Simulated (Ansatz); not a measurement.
**ZnCu: a vibration from a frozen displacement**

Level of theory: DFT PBEsol, scalar-relativistic, plane waves, PAW (Ansatz). Cutoff 420 eV, Γ-centred 16×16×16 k-points, Gaussian smearing of 0.15 eV. No spin polarisation. Energies are free energies at this smearing, counted from the undisturbed cell; pressure is positive in compression.

The undisturbed cell (as given, not relaxed at this level; it stands at -4.7 GPa, and it needn't be the usual structure):

```
Zn Cu
1.0
     2.94500    0.00000    0.00000
     0.00000    2.94500    0.00000
     0.00000    0.00000    2.94500
Zn Cu
1 1
Direct
  0.50000 0.50000 0.50000
  0.00000 0.00000 0.00000
```

Every Zn atom is moved by x along the Cartesian unit vector (-0.577, -0.577, -0.577); the cell and all other atoms stay fixed. The cell's volume is 25.54 Å³; the moved atoms weigh 65.380 u together and the others 63.546 u. Some rows repeat others by symmetry and weren't run.

```
  x (Å)  ΔE (meV/cell) total force on the moved atoms along the move (eV/Å) pressure (GPa)
-0.1000          22.43                                                0.4548         -4.1387
-0.0875          17.12                                                0.3954         -4.2695
-0.0750          12.54                                                0.3371         -4.3826
-0.0625           8.69                                                0.2796         -4.4780
-0.0500           5.55                                                0.2227         -4.5559
-0.0375           3.12                                                0.1666         -4.6165
-0.0250           1.38                                                0.1109         -4.6596
-0.0125           0.35                                                0.0553         -4.6855
 0.0000           0.00                                                0.0000         -4.6941
 0.0125           0.35                                               -0.0553         -4.6855
 0.0250           1.38                                               -0.1109         -4.6596
 0.0375           3.12                                               -0.1666         -4.6165
 0.0500           5.55                                               -0.2227         -4.5559
 0.0625           8.69                                               -0.2796         -4.4780
 0.0750          12.54                                               -0.3371         -4.3826
 0.0875          17.12                                               -0.3954         -4.2695
 0.1000          22.43                                               -0.4548         -4.1387
```

Task: What frequency belongs to this motion?

Result: The force constant is k = −dF/dx = 4.420 eV/Å², from the parabola through x = -0.0125, 0 and 0.0125. In every cell the moved atoms swing against the rest, so the mass is μ = m₁m₂/(m₁ + m₂) = 32.225 u, and ν̃ = 521.5 cm⁻¹ × √(|k|/μ) = 193 cm⁻¹, at this cell's pressure of -4.7 GPa. To first order in x, and within 1 %, the force on every atom lies along the move and, within each of the two groups, in proportion to the atom's mass, so this is itself a mode at the zone centre of this cell.

Task: How far does the harmonic law reach?

Result: At x = -0.100 Å, kx²/2 = 22.10 meV against the computed 22.43 meV (+1.5 %): the well is still close to harmonic there.

In a metal these slopes depend on the k mesh and the smearing.